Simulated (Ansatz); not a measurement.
# Sr: the cost of one run

Computed with Ansatz 0.2.0 (DFT PBE, scalar-relativistic, plane waves, PAW, unless a step's input says otherwise).

2 further runs of the same task are left out: 1 that didn't finish, 1 set aside as unsound or not needed.

### 1 The system as given

It takes space group P6_3/mmc (No. 194, hexagonal). Conventional cell: a = 4.268 Å, b = 4.268 Å, c = 7.013 Å, α = 90.00°, β = 90.00°, γ = 120.00°. Around Sr (site symmetry -6m2) lie 12 Sr at 4.27 to 4.29 Å.

Coordinates:

```xyz
2
Lattice="4.2678 0.0000 0.0000 -2.1339 3.6960 0.0000 0.0000 0.0000 7.0133" Properties=species:S:1:pos:R:3 pbc="T T T"
Sr    0.0000    2.4640    1.7533
Sr    2.1339    1.2320    5.2600
```

This cell was relaxed beforehand with the same method: volume 55.31 Å³/atom, gap on the mesh none (metal).

### 2 What is varied

The energy is mapped over volume and the cell's shape.

First coordinate, volume per atom: 5 values from 48.67 to 61.95 Å³. Second coordinate, c/a of the conventional cell: 5 values from 1.370 to 1.971.

Nothing else is relaxed (symmetry fixes all fractional coordinates). Energies count from the relaxed crystal. Points are written as (first, second).

### 3 Point (48.67 Å³, 1.971)

The input, input.yaml:

```yaml
crystal:
  lattice:
    - [3.8490262009, 0.0, 0.0]
    - [-1.9245131005, 3.3333544698, 0.0]
    - [0.0, 0.0, 7.5875853499]
  atoms:
    - { symbol: Sr, position: [0.3333333333, 0.6666666667, 0.25] }
    - { symbol: Sr, position: [0.6666666667, 0.3333333333, 0.75] }
basis:
  ecutwfc: 420
kpoints:
  mp_grid: { grid: [15, 15, 8] }
hamiltonian:
  xc: pbe
scf:
  occupations: { method: gaussian, width: 0.15 }
output:
  forces: true
  stress: true
  eigenvalues: true
```

On the command line:

```
> ansatz run input.yaml --threads 1 --pin off --max-ram 2048MiB --backend cpu --events-out ev --progress --plain --runs-dir out
```

What time and memory should one allow on 1 thread of Arm Neoverse V1, shared host?

About 8.4 s, with a peak of 0.42 GiB.
